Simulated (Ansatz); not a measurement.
**Where the states of Rb lie**

```cif
data_structure
_symmetry_space_group_name_H-M 'P 1'
_symmetry_Int_Tables_number 1
_cell_length_a 5.0345
_cell_length_b 5.0345
_cell_length_c 8.3368
_cell_angle_alpha 90.000
_cell_angle_beta 90.000
_cell_angle_gamma 120.000
_cell_volume 182.99
loop_
_atom_site_label
_atom_site_type_symbol
_atom_site_fract_x
_atom_site_fract_y
_atom_site_fract_z
_atom_site_occupancy
Rb1 Rb 0.33333 0.66667 0.25000 1
Rb2 Rb 0.66667 0.33333 0.75000 1
```

The runs use the primitive cell with vectors (5.034, 0.000, 0.000), (-2.517, 4.360, 0.000), (0.000, 0.000, 8.337) Å, to which the k mesh refers.

The structure comes from a relaxation in the same program, started in the hcp type, and has space group P6_3/mmc. Whether it is a known phase or the ground state wasn't checked.

All numbers below come from DFT, PBE, all-electron LAPW, scalar-relativistic in Ansatz 0.2.0.

Settings: a Γ-centred 11×11×6 k mesh, Fermi–Dirac smearing of 0.03 eV, basis error target 0.25 meV/atom, no spin polarisation.

States per eV and cell, averaged over 0.4 eV, from -2.2 to 0.4 eV, with energies (bin centres) from the Fermi level; empty bins are left out. 

| E (eV) | total |
| --- | --- |
| -2.1 | 0.02 |
| -1.7 | 0.45 |
| -1.3 | 0.79 |
| -0.9 | 1.08 |
| -0.5 | 1.38 |
| -0.1 | 1.87 |
| 0.3 | 2.08 |
